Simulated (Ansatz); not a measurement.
Zincblende NaF, relaxed with r2SCAN in the PAW code Ansatz: space group F-43m (No. 216), cubic; conventional cell a = 5.063 Å, 16.22 Å³ an atom. Na is surrounded by 4 F at 2.19 Å; F is surrounded by 4 Na at 2.19 Å. It was then strained (uniaxial along [111], other directions held), atoms relaxed again within the symmetry left. Unstrained, HSE06 gives 7.664 eV (Γ, 6×6×6 mesh), and the band edges keep their places in every row. Only one sign of strain is shown, since it lowers the symmetry, and equivalent edge states can then move with another slope on the other side. Stress is positive in compression. Spin-unpolarised throughout. Whether this structure exists isn't addressed.

Axes as in this cell:
```xyz
2
Lattice="0.0000 2.5313 2.5313 2.5313 0.0000 2.5313 2.5313 2.5313 0.0000" Properties=species:S:1:pos:R:3 pbc="T T T"
Na    0.0000    0.0000    0.0000
F     1.2656    1.2656    1.2656
```

```csv
strain (%),ε,"ΔE_g, HSE06 (eV)","Δmean stress, r2SCAN (GPa)"
+0.5,+0.0050,-0.022,-0.19
+2.56,+0.0256,-0.114,-0.91
+3.06,+0.0306,-0.137,-1.08
```

**Question.** Fit ΔE_g = a x + b x² to these rows by least squares, with x = ε.

**Answer.** The normal equations take Σx² = 1.617e-03, Σx³ = 4.555e-05, Σx⁴ = 1.307e-06, ΣxΔE = -7.221e-03 and Σx²ΔE = -2.035e-04, and give a = -4.36 eV, b = -3.7 eV; the largest residual is 0.000 eV.

**Question.** Fit the change of mean stress in the same way.

**Answer.** Δmean stress = -37.9 x + (86) x² GPa. The volume strain equals ε here, so in a cubic crystal the slope, 38 GPa, is the bulk modulus.

**Question.** Predict the withheld row at +1.5 % (x = +0.0150).

**Answer.** ΔE_g ≈ -4.36 × (+0.0150) + (-3.7) × (+0.0150)² = -0.066 eV, and Δmean stress ≈ -0.55 GPa. The runs give -0.066 eV and -0.55 GPa, off by 0.000 eV and 0.00 GPa.
